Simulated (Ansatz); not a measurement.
PbS: from a guess to a relaxed structure

Method: Ansatz 0.2.0, DFT PBE, scalar-relativistic, plane waves, PAW. Cutoff 420 eV, Gaussian smearing, Γ-centred meshes. Cell and atoms relax first on a coarse mesh and then on a finer one. In between, the cell is made exact in the group found at 0.06 Å. In metals the finer mesh still leaves noise of several meV/atom or more. The steps can't lower the symmetry of their start. No spin polarisation.

The cell of PbS is invented: random cell by space group and Wyckoff sites (Amm2, No. 38). Its size is a rough estimate.

```yaml
crystal:
  lattice:
    - [5.04666, 0.00000, 0.00000]
    - [0.00000, 2.29887, 2.96221]
    - [0.00000, -2.29887, 2.96221]
  atoms:
    - { symbol: Pb, position: [0.00000, 0.35699, 0.35699] }
    - { symbol: S, position: [0.50000, 0.03401, 0.03401] }
```

Formation energies are uncorrected and refer to the elements' standard structures at the same level.

Problem. Where does the relaxation end?

Solution. The symmetry goes from Amm2 (No. 38) to P-6m2 (No. 187). The end has the tungsten carbide type. The volume per atom shrinks by 20.3 %, from 34.4 to 27.4 Å³. The shortest distance goes from 3.17 Å (Pb–S) to 3.03 Å (Pb–S). The energy falls by about 0.70 eV/atom (the start's value is from the coarse mesh). The end is written in a standard setting, so origin, axes and order of atoms can differ from the start's. Conventional cell: a = 4.085 Å, c = 3.791 Å. Pb has 6 S at 3.03 Å; S has 6 Pb at 3.03 Å.

Space group P-6m2 (No. 187). a = 4.085 Å, b = 4.085 Å, c = 3.791 Å, α = 90.00°, β = 90.00°, γ = 120.00°
```csv
atom,site,symmetry,x,y,z
Pb,1a,-6m2,0.0000,0.0000,0.0000
S,1f,-6m2,0.6667,0.3333,0.5000
```

Problem. How does it come out in energy, and is it a metal?

Solution. The formation energy is −0.43 eV/atom. The gap on the 14×16×16 mesh of the 2-atom cell is 0 eV (a metal).

A negative formation energy is needed for stability but isn't enough: competing phases decide.

The last run used Gaussian smearing of 0.10 eV. The end has Amm2 (No. 38) at a tolerance of 0.01 Å; the cell shown is made exact in the group found at 0.05 Å. These runs have no spin–orbit coupling, which can matter for Pb. The zero gap may come from the functional, which often closes small gaps. The reference form of S is held partly by dispersion forces, which this level lacks. A structure relaxed within its symmetry needn't be a true minimum.
